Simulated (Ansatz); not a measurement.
SiNi:

```
Ni Si
1.0
     2.94277    0.00000    0.00000
     0.00000    3.28033    0.00000
     0.00000    0.00000    4.67745
Ni Si
2 2
Direct
  0.50000 0.50000 0.34250
  0.00000 0.00000 0.65750
  0.50000 0.50000 0.84314
  0.00000 0.00000 0.15686
```

The cell is a database's computed one.

* Program: Ansatz 0.2.0
* Task: relaxation of cell and atoms
* Functional: LDA
* Potentials or basis: all-electron LAPW, scalar-relativistic
* Basis error allowed: 0.002 eV/atom
* k mesh: 7 × 6 × 5
* Occupations: fermi-dirac, width 0.05 eV
* Spin: collinear spin, ferromagnetic start
* Starting moments: [1.0, 1.0, 0.0, 0.0] μB

At the start: volume 11.29 Å³/atom.

Q: How do energy, volume and symmetry change on relaxing?

A: Over 9 steps the energy falls by 5.5 meV/atom and the volume is 10.98 Å³/atom (-2.7 %); space group Pmmn (No. 59, to 0.05 Å); moment 0.00 μB per cell.

Step by step:
```csv
step,energy change (eV),largest force (eV/Å),volume (Å³)
1,0.0000,0.2171,45.15
2,-0.0155,0.1353,44.55
3,-0.0203,0.0123,44.02
4,-0.0205,0.0131,44.00
5,-0.0207,0.0053,44.03
6,-0.0214,0.0408,44.08
7,-0.0219,0.0409,43.98
8,-0.0221,0.0041,43.93
9,-0.0221,0.0041,43.93
```

Final structure:
```xyz
4
Lattice="2.8603 0.0000 0.0000 0.0000 3.3097 0.0000 0.0000 0.0000 4.6411" Properties=species:S:1:pos:R:3 pbc="T T T"
Ni    1.4301    1.6548    1.5899
Ni    0.0000    0.0000    3.0512
Si    1.4301    1.6548    3.9018
Si    0.0000    0.0000    0.7393
```

Caveat: the k mesh is thin for a metal, which can move the energy by tens of meV per atom; the starting moments weren't kept.
